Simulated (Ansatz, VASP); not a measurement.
Pt in VASP and in Ansatz

```
Pt
1.0
     0.00000    1.98463    1.98463
     1.98463    0.00000    1.98463
     1.98463    1.98463    0.00000
Pt
1
Direct
  0.00000 0.00000 0.00000
```

Change from the starting cell: volume scaled by 1.02, PAW files.

Alike in both runs: task electric field gradients; functional LDA; k mesh 16 × 16 × 16; occupations fermi-dirac, width 0.05 eV; no spin polarisation.

```csv
,VASP,Ansatz
version,VASP 6.6.1,Ansatz 0.2.0
potentials or method,"VASP PAW LDA potentials, release 64 (Pt)","PAW with Ansatz's default frozen-core files, scalar-relativistic"
plane-wave cutoff (eV),520,420
valence electrons in the cell,10,18
```

Ansatz gave:

```
pressure (GPa)                                                 : -15.2
Vzz of the field gradient on the site that differs most (V/Å²) : 0.0
```

Estimate VASP's values.

pressure (GPa): -14.6; Vzz of the field gradient on the site that differs most (V/Å²): 0.0.

The two sets of potentials don't hold the same shells in valence. Ansatz warned: «gradients_without_spin_orbit».

The runs have no spin-orbit coupling, so splittings on Pt are missing.
